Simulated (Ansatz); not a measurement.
Clamped-ion strain scan in PtS$_{2}$

Theory: DFT PBEsol, scalar-relativistic, plane waves, PAW (Ansatz). Settings: plane waves to 420 eV, k-mesh 12×12×8 (Γ-centred), Gaussian smearing 0.05 eV. Spin–orbit coupling is left out, which matters for the heavy elements here. No spin polarisation. Energies are free energies at this smearing, counted from the undisturbed cell; pressure is positive in compression.

Zero of the scan (as given, not relaxed at this level; it stands at -2.8 GPa):

```xyz
3
Lattice="3.5432 0.0000 0.0000 -1.7716 3.0685 0.0000 0.0000 0.0000 5.0388" Properties=species:S:1:pos:R:3 pbc="T T T"
Pt    0.0000    0.0000    0.0000
S     0.0000    2.0457    1.2597
S     1.7716    1.0228    3.7791
```

The cell holds layers and no dispersion correction was added, so their binding is poorly described.

The cell is strained by ε times the Voigt pattern (1, 0, 0, 0, 0, 0) (xx, yy, zz, yz, xz, xy; engineering shear) with fractional coordinates fixed.

```
      ε  ΔE (meV/atom)
-0.1000          166.6
-0.0750           83.9
-0.0500           31.1
-0.0250            4.4
 0.0000            0.0
 0.0250           14.8
 0.0500           45.9
 0.0750           90.6
 0.0875          117.3
 0.1000          146.5
```

**Question.** Predict the gap on the mesh (eV) at each point.

**Answer.**
```
      ε  gap on the mesh (eV)
-0.1000                  0.17
-0.0750                  0.29
-0.0500                  0.40
-0.0250                  0.49
 0.0000                  0.48
 0.0250                  0.36
 0.0500                  0.25
 0.0750                  0.15
 0.0875                  0.07
 0.1000                  0.00
```
Where the gap reads zero the k-mesh, chosen for the insulator, is on the coarse side.